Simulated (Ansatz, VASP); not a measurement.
# Ti: VASP beside Ansatz

```
Ti
1.0
    -1.64485    1.64485    1.77249
     1.64485   -1.64485    1.77249
     1.64485    1.64485   -1.77249
Ti
1
Direct
  0.00000 0.00000 0.00000
```

Alike in both runs: task single point; functional PBEsol; k mesh 22 × 22 × 22; occupations gaussian, width 0.15 eV; no spin polarisation.

|  | VASP | Ansatz |
| --- | --- | --- |
| version | VASP 6.6.1 | Ansatz 0.2.0 |
| potentials or method | VASP PAW PBE potentials, release 64 (Ti_sv) | scalar-relativistic, plane waves, PAW |
| plane-wave cutoff (eV) | 520 | 520 |
| valence electrons in the cell | 12 | 12 |

|  | VASP | Ansatz | Ansatz less VASP |
| --- | --- | --- | --- |
| gap on the k mesh at the Fermi level (eV) | none | none | - |
| pressure (GPa) | -12.9 | -12.9 | +0.06 |
| largest component of the traceless stress (GPa) | 1.17 | 1.18 | +0.007 |

A gap of «none» marks a metal or a gap that the smearing closes. The functional is the same, so the differences come from potentials, cutoffs and numerics. Ansatz warned: «pseudo_functional_mismatch».

Caveats: the PAW data sets were made with another functional, which shifts forces and pressure a little (VASP).
